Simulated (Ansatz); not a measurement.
**Zone-centre modes in BAs**

Theory: DFT PBE, scalar-relativistic, plane waves, PAW (Ansatz 0.2.0). Settings: plane waves to 420 eV, k-mesh 12×12×10 (Γ-centred), Gaussian smearing 0.05 eV. No spin polarisation.

The undisturbed cell (relaxed at this level):

```
CELL_PARAMETERS angstrom
0.00000 -2.40441 -2.40441
-2.40441 0.00000 -2.40441
2.40441 2.40441 -4.80882
ATOMIC_POSITIONS crystal
B 0.00000 0.00000 0.00000
B 0.50000 0.50000 0.50000
As 0.37500 0.37500 0.87500
As 0.87500 0.87500 0.37500
```

Harmonic modes by finite displacements of 0.02 Å, without the LO–TO term. The cell doubles the primitive one, so its zone centre also holds the primitive cell's point q = (0, 0, 1/2).

Task: At this geometry, is the structure stable against these modes?

Result: Yes: no mode is imaginary beyond 10 cm⁻¹, and only the three translations lie near zero.

Task: List the wavenumbers in cm⁻¹.

Result: 0, 0, 0, 139, 139, 303, 650, 650, 677, 677, 677, 684.

Cost: 1 run of about 3.5 core-minutes, on Intel Xeon 6975P-C (Granite Rapids) (shared hosts).